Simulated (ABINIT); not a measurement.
AlN: single point with LDA

The system is AlN.

```
Al N
1.0
     0.00000    2.18399    2.18399
     2.18399    0.00000    2.18399
     2.18399    2.18399    0.00000
Al N
1 1
Direct
  0.00000 0.00000 0.00000
  0.25000 0.25000 0.25000
```

Measurements of this composition are mostly on another form, of space group No. 186.

- Program: ABINIT 10.8.3 (patched build)
- Task: single point
- Functional: LDA
- Potentials or basis: PseudoDojo NC SR LDA v0.4.1 standard
- Cutoff: 980 eV
- k mesh: 8 × 8 × 8
- Occupations: fermi-dirac, width 0.05 eV
- Spin: no spin polarisation

The pressure is -5.3 GPa, the band gap on the k mesh is 3.26 eV, indirect (least direct gap 4.24 eV) and the valence electrons inside the program's atomic spheres are Al 1.13; N 5.35.

Levels at points of the mesh, in eV from the valence-band top:
| k point | band 1 | band 2 | band 3 | band 4 | band 5 | band 6 | band 7 | band 8 |
| --- | --- | --- | --- | --- | --- | --- | --- | --- |
| (0.00, 0.00, 0.00) | -14.81 | 0.00 | 0.00 | 0.00 | 4.24 | 12.36 | 12.36 | 12.36 |
| (0.50, 0.00, 0.00) | -12.69 | -5.91 | -0.49 | -0.49 | 7.28 | 9.77 | 11.01 | 11.01 |
| (0.50, 0.50, 0.00) | -12.03 | -4.95 | -1.80 | -1.80 | 3.26 | 8.44 | 13.72 | 15.47 |

It took 14 s on 1 thread of Intel(R) Xeon(R) Processor @ 2.70GHz, on a shared host, peak memory 0.06 GiB.

Caveat: the cutoff is short for stress, so the pressure is rough. A k mesh can miss the band edges.
